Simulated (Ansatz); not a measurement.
# BeTe (Fm-3m) in Ansatz: a series of runs

One crystal, BeTe, is run at these levels: B3LYP; tasks: single point, relaxation of cell and atoms.

All numbers are computed with Ansatz 0.2.0; they aren't measurements. Logs are shortened: lines on timing, memory, paths and dates and some standing lists are left out, and cuts for length are marked.

## Step 1: Starting point

Symmetry: Fm-3m, No. 225, cubic system. Conventional cell: a = 5.361 Å, b = 5.361 Å, c = 5.361 Å, α = 90.00°, β = 90.00°, γ = 90.00°. Be (site symmetry m-3m) is surrounded by 6 Te at 2.68 Å. Te (site symmetry m-3m) is surrounded by 6 Be at 2.68 Å.

The cell was built by a generator and needn't be a form met in nature.

## Step 2: Single point, B3LYP

The input, input.yaml:

```yaml
crystal:
  lattice:
    - [0.0, 2.68031, 2.68031]
    - [2.68031, 0.0, 2.68031]
    - [2.68031, 2.68031, 0.0]
  atoms:
    - { symbol: Be, position: [0.5, 0.5, 0.5] }
    - { symbol: Te, position: [0.0, 0.0, 0.0] }
hamiltonian:
  xc: b3lyp
  pseudopotentials: { kind: paw }
kpoints:
  mp_grid: { grid: [5, 5, 5] }
scf:
  occupations: { method: fermi_dirac, width: 0.05 }
output:
  forces: true
  stress: true
  eigenvalues: true
```

Potentials or basis: Ansatz PAW.

Started as:

```bash
ansatz run input.yaml --threads 2 --pin off --max-ram 5632MiB --backend cpu --events-out ev --progress --plain --runs-dir out
```

What it wrote:

```text
Warning: output.stress: scf.convergence.dr2_threshold = 1e-7 eV (the SCF's general default) is looser than the 2e-10 eV advised for a printed stress (1e-10 eV for each atom of the cell: 2). What an SCF threshold leaves in a stress goes as its square root, and in the free energy as the threshold itself, and one threshold admits the most on a small cell: of the crystals measured, under no hybrid functional and no lock of the moments, on runs that ended without the residual-converged pass, on stresses that held no estimate of that error, the worst erred by over 100 MPa in a component at 1e-7 eV an atom and by under 5 at 1e-10. Set scf.convergence.dr2_threshold to 2e-10 eV or tighter. The threshold is an SCF's pass mark: one that does not reach it within its budget of iterations ends unconverged, or closes short of it on a stop that the run arms, and scf.convergence.dr2_threshold's page says what that costs each kind of run
Warning: output.stress: scf.exx.energy_threshold = 1e-6 eV is looser than the 2e-8 eV advised for a stress under a hybrid functional (1e-8 eV for each atom of the cell: 2). Every SCF of the exchange loop can meet its threshold on dr2 while the loop round them stops early: no threshold on dr2 bounds what that leaves in the stress. Set scf.exx.energy_threshold to 2e-8 eV or tighter. The threshold is the loop's pass mark: a loop that does not reach it within its budget of cycles ends unconverged, and scf.exx.energy_threshold's page has the law
Warning: RAYON_NUM_THREADS=2 ignored (pool sized by the plan → 2); use --threads N
Engine: ansatz 0.2.0, aarch64-unknown-linux-gnu
Pseudopotentials: kind: paw
Pseudopotential: Be, paw, valence charge 2, recommended cutoff 420 eV (normal), Be.paw.azcp
Pseudopotential: Te, paw, valence charge 16, recommended cutoff 420 eV (normal), Te.paw.azcp
Functional definition: B3LYP
  parameter a0 = 0.2
  parameter ax = 0.72
  parameter ac = 0.81
  exchange = (1 - a0 - ax)*slater_x + ax*b88_x + a0*exact_x
  correlation = (1 - ac)*vwn_rpa_c + ac*lyp_c
Crystal: 2 atoms, lattice volume = 38.511 Å³
Basis set: ecut = 420 eV, 749 PW (Γ), exchange–correlation on 54×54×54 points (8 copies of the dense FFT grid, shifted against one another)
Bands: 13, of which v1, the nominal top of the filled ones, is band 9 counted from 1 (8 counted from 0)
Symmetry: 48 space group operations
Space group: Fm-3m (ITA 225), of the structure as read, at distance tolerance 3.4e-5 Å
k-points: 10 of 125
Non-local potential: Be, projectors of the file, l = 0: 2, l = 1: 2, l = 2: 1
Non-local potential: Te, projectors of the file, l = 0: 2, l = 1: 2, l = 2: 2, l = 3: 2
PAW form: soft (Blöchl's): semilocal exchange-correlation on the pseudo side does not see the compensation charge
PAW frozen core: Be, regenerated for the run's functional, and the local potential with it (the file was generated under x = pbe(κ = 0.804, μ = 0.2195149727645171), c = pbe(β = 0.06672455060314922))
PAW frozen core: Te, regenerated for the run's functional, and the local potential with it (the file was generated under x = pbe(κ = 0.804, μ = 0.2195149727645171), c = pbe(β = 0.06672455060314922))
PAW one-centre angular grid: Be, 110 points (default); XC on 64 Gauss nodes
PAW one-centre angular grid: Te, 590 points (default); XC on 64 Gauss nodes
Initial density: superposition of atomic densities (neutral atoms: chi_scale 0, normalization atom), corrected by the library's trained network
Initial wavefunctions: pseudopotential atomic-orbital guess
Functional: x = 0.1 slater + 0.9 b88, c = 0.19 vwn_rpa + 0.81 lyp, warm-up for x = 0.08 slater + 0.72 b88 + 0.2 exact, c = 0.19 vwn_rpa + 0.81 lyp
SCF iter   1: F=—  HF=-7084.378222 eV  |F-HF|=—  |Δ(HF+E_count)|=         —  Δρ=6.43e-3  dr2=2.04e-2  ethr=1.77e-3  ⟨swp⟩=9.2  Hψ=626  notcnv=0
preconditioner: auto → none  [insulator: Δε(μ)=0.380 eV  Ē_g=10.182 eV  σ=0.050 eV  W_gap=0.50  n_scr=14 (ndim 8)  ℏωp=16.9 eV  f_vac=0.000  D(μ)=0.97/eV (n_scr^D=8)]
iter 2 solved again at ethr=1.01e-5 eV; its pass at ethr=1.14e-4 eV (dr2=1.82e-3 eV) is discarded
SCF iter   2: F=—  HF=-7084.372785 eV  |F-HF|=—  |Δ(HF+E_count)|=   5.44e-3  Δρ=2.31e-3  dr2=1.80e-3  ethr=1.01e-5  ⟨swp⟩=2.5  Hψ=552  notcnv=0  defer=1
SCF iter   3: F=—  HF=-7084.372340 eV  |F-HF|=—  |Δ(HF+E_count)|=   4.45e-4  Δρ=7.37e-4  dr2=2.21e-4  ethr=1.00e-5  ⟨swp⟩=2.1  Hψ=224  notcnv=0  defer=1
SCF iter   4: F=—  HF=-7084.372312 eV  |F-HF|=—  |Δ(HF+E_count)|=   2.79e-5  Δρ=6.95e-5  dr2=1.04e-6  ethr=1.23e-6  ⟨swp⟩=3.1  Hψ=255  notcnv=0  defer=1
SCF iter   5: F=—  HF=-7084.372314 eV  |F-HF|=—  |Δ(HF+E_count)|=   1.51e-6  Δρ=1.89e-5  dr2=8.37e-8  ethr=5.80e-9  ⟨swp⟩=4.1  Hψ=351  notcnv=0  defer=1
SCF iter   6: F=—  HF=-7084.372314 eV  |F-HF|=—  |Δ(HF+E_count)|=   1.24e-7  Δρ=6.38e-6  dr2=9.01e-9  ethr=4.65e-10  ⟨swp⟩=3.0  Hψ=315  notcnv=0
SCF iter   7: F=-7084.372314 eV  HF=-7084.372314 eV  |F-HF|=4.24e-10  |Δ(HF+E_count)|=   1.71e-9  Δρ=1.37e-6  dr2=3.28e-10  ethr=5.00e-11  ⟨swp⟩=3.0  Hψ=300  notcnv=0
SCF 1 converged in 7 iterations: F = -7084.372314 eV  dr2 = 3.28e-10
Initial density: handed on by an earlier stage of this run
Initial wavefunctions: those handed on with the density
Functional: x = 0.08 slater + 0.72 b88 + 0.2 exact, c = 0.19 vwn_rpa + 0.81 lyp
Frozen-core exchange: fock
iter 1 solved again at ethr=3.29e-5 eV; its pass at ethr=1.00e-1 eV (dr2=5.92e-3 eV) is discarded
SCF iter   1: F=—  HF=-7087.828481 eV  |F-HF|=—  |Δ(HF+E_count)|=         —  Δρ=3.47e-3  dr2=7.11e-3  ethr=3.29e-5  ⟨swp⟩=4.5  Hψ=686  notcnv=0
preconditioner: auto → none  [insulator: Δε(μ)=0.843 eV  Ē_g=11.821 eV  σ=0.050 eV  W_gap=0.50  n_scr=14 (ndim 8)  ℏωp=16.9 eV  f_vac=0.000  D(μ)=0.96/eV (n_scr^D=8)]
SCF iter   2: F=—  HF=-7087.825910 eV  |F-HF|=—  |Δ(HF+E_count)|=   2.57e-3  Δρ=1.22e-3  dr2=7.05e-4  ethr=3.29e-5  ⟨swp⟩=2.9  Hψ=274  notcnv=0
SCF iter   3: F=—  HF=-7087.825746 eV  |F-HF|=—  |Δ(HF+E_count)|=   1.64e-4  Δρ=4.34e-4  dr2=2.94e-4  ethr=2.45e-6  ⟨swp⟩=2.8  Hψ=236  notcnv=0
SCF iter   4: F=—  HF=-7087.825734 eV  |F-HF|=—  |Δ(HF+E_count)|=   1.17e-5  Δρ=4.08e-5  dr2=2.49e-4  ethr=2.20e-7  ⟨swp⟩=3.0  Hψ=253  notcnv=0
SCF iter   5: F=—  HF=-7087.827768 eV  |F-HF|=—  |Δ(HF+E_count)|=   2.03e-3  Δρ=3.97e-4  dr2=1.08e-4  ethr=2.22e-9  ⟨swp⟩=5.3  Hψ=541  notcnv=0
SCF iter   6: F=—  HF=-7087.827732 eV  |F-HF|=—  |Δ(HF+E_count)|=   3.59e-5  Δρ=2.70e-5  dr2=4.97e-6  ethr=2.22e-9  ⟨swp⟩=4.9  Hψ=418  notcnv=0
SCF iter   7: F=—  HF=-7087.827762 eV  |F-HF|=—  |Δ(HF+E_count)|=   3.01e-5  Δρ=5.95e-5  dr2=2.72e-6  ethr=8.46e-10  ⟨swp⟩=4.6  Hψ=400  notcnv=0  defer=1
SCF iter   8: F=-7087.827761 eV  HF=-7087.827761 eV  |F-HF|=7.46e-8  |Δ(HF+E_count)|=   9.17e-7  Δρ=5.45e-7  dr2=1.12e-7  ethr=8.46e-10  ⟨swp⟩=3.9  Hψ=291  notcnv=0
SCF 2 stopped early in 8 iterations: F = -7087.827761 eV  dr2 = 1.12e-7
hybrid outer 1: dexx = +2.343e-3 eV, tail = 2.03e-5 eV
Frozen-core exchange: fock
SCF iter   1: F=—  HF=-7087.827790 eV  |F-HF|=—  |Δ(HF+E_count)|=         —  Δρ=1.33e-5  dr2=1.44e-6  ethr=5.63e-7  ⟨swp⟩=2.5  Hψ=265  notcnv=0
preconditioner: auto → none  [insulator: Δε(μ)=0.819 eV  Ē_g=11.794 eV  σ=0.050 eV  W_gap=0.50  n_scr=14 (ndim 8)  ℏωp=16.9 eV  f_vac=0.000  D(μ)=0.96/eV (n_scr^D=8)]
SCF iter   2: F=—  HF=-7087.827790 eV  |F-HF|=—  |Δ(HF+E_count)|=   2.42e-8  Δρ=4.88e-6  dr2=1.34e-6  ethr=4.67e-10  ⟨swp⟩=4.0  Hψ=367  notcnv=0
SCF iter   3: F=—  HF=-7087.827824 eV  |F-HF|=—  |Δ(HF+E_count)|=   3.38e-5  Δρ=1.12e-5  dr2=1.10e-7  ethr=2.29e-11  ⟨swp⟩=4.4  Hψ=446  notcnv=0
SCF iter   4: F=-7087.827824 eV  HF=-7087.827824 eV  |F-HF|=9.09e-13  |Δ(HF+E_count)|=   4.14e-8  Δρ=5.73e-7  dr2=7.34e-9  ethr=2.29e-11  ⟨swp⟩=4.1  Hψ=366  notcnv=0
SCF 3 converged in 4 iterations: F = -7087.827824 eV  dr2 = 7.34e-9
  Residual-converged pass: ⟨swp⟩=2.0  Hψ=214  notcnv=0  max |occ|·‖R‖ = 1.6e-6 eV (tolerance 2.4e-6 eV)  dr2=7.34e-9  dr2_onsite=2.41e-11  max |Δocc| = 4.6e-16
hybrid outer 2: dexx = +4.966e-8 eV, tail = 1.62e-8 eV, Δε = 1.22e-3 eV (about 9.72e-5 eV left of the loop's levels)
hybrid SCF converged: 2 outer / 12 inner (+7 warm-up), last move |dexx| = 4.97e-8 eV, tail = 1.62e-8 eV
Stability not checked: this state was not tested for a lower state beside it, because the functional holds exact exchange (a hybrid, or Hartree-Fock), whose exchange loop this test does not read (fock_operator; see scf.lower_state_search)
Free energy (F): -7087.827824 eV
Frozen-core exchange: fock
Harris-Foulkes:  -7087.827824 eV  (|F-HF|=9.09e-13)
Internal energy: -7087.821167 eV  (E = F + TS)
E sigma→0 (E₀):  -7087.824495 eV
Entropy (-TS):   -0.006657 eV (-3.328 meV/atom)
Fermi energy:    9.953049 eV
--- Per-component energies (eV) ---
  E_band       = -257.936758
  E_kinetic    = 200.407058
  E_local      = -1196.437509  (includes V_loc(G=0)·N_el)
  E_nonlocal   = -307.316706
  E_hartree    = 791.897816
  E_xc         = -116.953930
  E_vxc        = -100.276541  (∫ρ·V_xc dr)
  E_exx        = -44.048763  (= α·E_x^exact, valence–valence)
  E_paw        = -4720.513899  (= ΣΔE_a)
  E_vpaw       = -350.011520  (= ΣTr[D̂ρ^β])
  E_aug_tail   = -0.000227  (compensation charges beyond the density's cutoff)
  E_ewald      = -1694.726925
  E_core_change = -0.128081  (= ΣΔE_core)
  E_smearing   = -0.006657  (= −TS)
  E_closure    = 0.000000  (closes the sum)
  Σ components = -7087.827824   (vs F -7087.827824, Δ=0.00e0)
--- Forces (eV/Å), atoms counted from 1 ---
  atom   1  Be     0.00000000    -0.00000000    -0.00000000
  atom   2  Te     0.00000000     0.00000000    -0.00000000
  max |Σ_I F_I| component: 1.35e-30 eV/Å
--- Stress (GPa, compression-positive) ---
        3.093603       0.000000      -0.000000
        0.000000       3.093603       0.000000
       -0.000000       0.000000       3.093603
  P = ⅓ Tr σ = 3.0936 GPa (30.936 kbar)
--- Band table (eV; the first three rows and the last of 10) ---
  k-point 0: bands = ["-28.9555", "-28.9555", "-28.9476", "-28.9476", "-28.9476", "-4.8374", "9.2867", "9.2867", "9.2867", "13.9129", "17.3315", "17.3315", "17.3315"]
  k-point 1: bands = ["-28.9559", "-28.9559", "-28.9467", "-28.9453", "-28.9453", "-4.3142", "6.3099", "9.2704", "9.2704", "14.6331", "15.2991", "15.2991", "17.0834"]
  k-point 2: bands = ["-28.9572", "-28.9572", "-28.9452", "-28.9410", "-28.9410", "-3.0825", "2.9082", "9.3448", "9.3448", "13.3293", "13.3293", "14.0329", "16.6725"]
  k-point 9: bands = ["-28.9584", "-28.9534", "-28.9459", "-28.9412", "-28.9373", "-2.1558", "3.8516", "5.1086", "6.2705", "12.9817", "14.9850", "17.4097", "20.1955"]
```

It took 10 s on 2 threads of Arm Neoverse V1, shared host; peak memory 0.72 GiB.

What came out:

- Free energy: -7087.8278 eV
- Pressure: 3.1 GPa
- Band gap on the k mesh: none (metal or under the smearing width)

Levels at points of the mesh, in eV from the Fermi level:
```
           k point  band 6  band 7  band 8  band 9  band 10  band 11  band 12  band 13
(0.00, 0.00, 0.00)  -14.79   -0.67   -0.67   -0.67     3.96     7.38     7.38     7.38
```

Caveat: the k mesh is coarse (spacing up to 0.41 Å⁻¹), so the values aren't converged, least of all with exact exchange; the PAW data sets come from PBE, with cores solved anew for the run's functional, which leaves a small shift of forces and pressure; the thresholds are loose for stress. Spin-orbit coupling is left out, which matters for the levels of Te.

## Step 3: Relaxation of cell and atoms, B3LYP

Changes to input.yaml since step 2:

```diff
@@ -19 +19,5 @@
   eigenvalues: true
+relax:
+  f_tol: 0.01
+  max_steps: 40
+  cell: { stress_tol: 0.05 }
```

Potentials or basis: Ansatz PAW.

Started as:

```bash
ansatz run input.yaml --threads 2 --pin off --max-ram 5632MiB --backend cpu --events-out ev --progress --plain --runs-dir out
```

Run time: 38 s. Hardware: 2 threads of Arm Neoverse V1, shared host; peak memory 0.76 GiB.

It converged, with:

```
Free energy                            : -7087.8446 eV
Relaxed volume                         : 20.16 Å³/atom
Relaxed cell                           : a = 3.849 Å, b = 3.849 Å, c = 3.849 Å, α = 60.00°, β = 60.00°, γ = 60.00°
Space group after relaxing (to 0.05 Å) : Fm-3m (No. 225)
Energy gained by relaxing              : 8.4 meV/atom
Ionic steps                            : 3
Pressure after relaxing                : 0.0 GPa
Band gap on the k mesh                 : none (metal or under the smearing width)
```

Step by step:
```csv
step,energy change (eV),largest force (eV/Å),volume (Å³)
1,0.0000,0.0000,38.51
2,-0.0163,0.0000,40.33
3,-0.0167,0.0000,40.33
```

Final structure:
```xyz
2
Lattice="0.0000 2.7218 2.7218 2.7218 0.0000 2.7218 2.7218 2.7218 0.0000" Properties=species:S:1:pos:R:3 pbc="T T T"
Be    2.7218    2.7218    2.7218
Te    0.0000    0.0000    0.0000
```

Levels at points of the mesh, in eV from the Fermi level:
| k point | band 7 | band 8 | band 9 | band 10 | band 11 | band 12 |
| --- | --- | --- | --- | --- | --- | --- |
| (0.00, 0.00, 0.00) | -0.63 | -0.63 | -0.63 | 3.53 | 7.25 | 7.25 |

Caveat: the k mesh is coarse (spacing up to 0.41 Å⁻¹), so the values aren't converged, least of all with exact exchange; the plane-wave basis is chosen anew once the cell has moved, so the energies of steps on either side of that aren't comparable; the PAW data sets come from PBE, with cores solved anew for the run's functional, which leaves a small shift of forces and pressure. The run has no spin-orbit coupling, so splittings on Te are missing.
